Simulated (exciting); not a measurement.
Ba: single point with PBE

Crystal: Ba.

```
CELL_PARAMETERS angstrom
0.00000 3.23267 3.23267
3.23267 0.00000 3.23267
3.23267 3.23267 0.00000
ATOMIC_POSITIONS crystal
Ba 0.00000 0.00000 0.00000
```

This isn't the form of Ba at room conditions, which is bcc.

```json
{"Program": "exciting (release sodium)", "Task": "single point", "Functional": "PBE", "Potentials or basis": "all-electron LAPW+lo, shipped species files, valence relativity iora*", "rgkmax": "9", "k mesh": "7 × 7 × 7", "Occupations": "fermi-dirac, width 0.05 eV", "Spin": "no spin polarisation", "gmaxvr (cutoff of density and potential)": "14 1/bohr", "lmaxapw (and lmaxmat)": "10", "lmaxvr": "8", "nempty": "8", "Valence relativity": "iora*", "epsengy": "1e-05 Ha", "epspot": "1e-05 Ha", "maxscl": "60", "Muffin-tin radii": "Ba 2.3 bohr"}
```

* Band gap on the k mesh: none (metal or under the smearing width)
* All electrons inside the program's atomic spheres: Ba 52.41 (radii Ba 2.3 bohr)

Levels at points of the mesh, in eV from the Fermi level:
```csv
k point,band 6,band 7,band 8,band 9,band 10,band 11,band 12,band 13,band 14,band 15
"(0.00, 0.00, 0.00)",-29.03,-14.02,-14.02,-14.02,-2.73,1.70,1.70,1.70,3.14,3.14
```

It took 100 s on 1 thread of Intel(R) Xeon(R) Platinum 8259CL CPU @ 2.50GHz (Skylake/Cascade Lake) (shared host), peak memory 0.14 GiB.

Caveat: the log's total energy holds no entropy term; the free energy is that total less TS from the occupations; the basis of Au and Ba changes in steps between geometries, so energy differences can be off by several meV. The run has no spin-orbit coupling, so splittings on Ba are missing.
